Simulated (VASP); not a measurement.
# Si, RPA pressure from two volumes: which settings are enough?

Si, Fd-3m (no. 227), 2 atoms in the cell. PBE, RPA total energies; PAW potentials Si_GW (PBE set). VASP 6.6.1.

Wanted: pressure from correlation alone within 0.3 GPa.

Long-wave limit: left out; k mesh of the exchange step: 6 × 6 × 6; Volumes (share of the given one): 0.97, 1.03.

## k mesh of the correlation step

| k mesh of the correlation step | Pressure from correlation alone (GPa) | Time (s) |
|---|---|---|
| 2x2x2 | -1.58 | 34 |
| 3x3x3 | -2.06 | 38 |
| 4x4x4 | -2.70 | 49 |
| 5x5x5 | -2.58 | 66 |
| 6x6x6 (reference) | -2.71 | 135 |

Chosen: 4x4x4, the loosest value from which every tighter one stays within half of the tolerance.

## The input

INCAR.step1:
```
ISMEAR = 0
SIGMA = 0.05
EDIFF = 1E-8
PREC = Accurate
LASPH = T
LREAL = F
LCHARG = F
ENCUT = 200
GGA = PE
LWAVE = T
ALGO = Normal
KPAR = 8
```

INCAR.step2:
```
ISMEAR = 0
SIGMA = 0.05
EDIFF = 1E-8
PREC = Accurate
LASPH = T
LREAL = F
LCHARG = F
ENCUT = 200
GGA = PE
ALGO = Eigenval
NELM = 1
LWAVE = F
PRECFOCK = Fast
LHFCALC = T
AEXX = 1.0
ALDAC = 0.0
AGGAC = 0.0
HFRCUT = -1
KPAR = 8
```

INCAR.step3:
```
ISMEAR = 0
SIGMA = 0.05
EDIFF = 1E-8
PREC = Accurate
LASPH = T
LREAL = F
LCHARG = F
ENCUT = 200
GGA = PE
ALGO = ACFDT
NOMEGA = 12
LWAVE = F
PRECFOCK = Fast
```

KPOINTS.step1:
```
k-points
0
Gamma
  6 6 6
```

KPOINTS.step3:
```
Automatic mesh
0
Gamma
  4 4 4
  0 0 0
```

POSCAR.step1:
```
Si
1.0
    0.0000000000      2.6943558603      2.6943558603
    2.6943558603      0.0000000000      2.6943558603
    2.6943558603      2.6943558603      0.0000000000
Si
2
Direct
    0.5000000000      0.5000000000      0.5000000000
    0.7500000000      0.7500000000      0.7500000000
```

POSCAR.step4:
```
Si
1.0
    0.0000000000      2.7488019609      2.7488019609
    2.7488019609      0.0000000000      2.7488019609
    2.7488019609      2.7488019609      0.0000000000
Si
2
Direct
    0.5000000000      0.5000000000      0.5000000000
    0.7500000000      0.7500000000      0.7500000000
```

Commands (each step's output is kept before the next begins):
```
cat potpaw_PBE.64/Si_GW/POTCAR > POTCAR
cp INCAR.step1 INCAR
cp KPOINTS.step1 KPOINTS
cp POSCAR.step1 POSCAR
mpirun -np 8 vasp_std > vasp.out
cp INCAR.step2 INCAR
mpirun -np 8 vasp_std > vasp.out
rm WAVECAR CHG
cp INCAR.step3 INCAR
cp KPOINTS.step3 KPOINTS
mpirun -np 8 vasp_std > vasp.out
rm WAVECAR CHG
cp INCAR.step1 INCAR
cp KPOINTS.step1 KPOINTS
cp POSCAR.step4 POSCAR
mpirun -np 8 vasp_std > vasp.out
cp INCAR.step2 INCAR
mpirun -np 8 vasp_std > vasp.out
rm WAVECAR CHG
cp INCAR.step3 INCAR
cp KPOINTS.step3 KPOINTS
mpirun -np 8 vasp_std > vasp.out
```

Limits: The plane-wave cutoff lies under the usual one for these potentials, so absolute numbers hold a basis-set error.

The chosen input took VASP 6.6.1 49 s on 8 cores (Intel Xeon Platinum 8259CL @ 2.50GHz (Skylake/Cascade Lake)), a shared host.
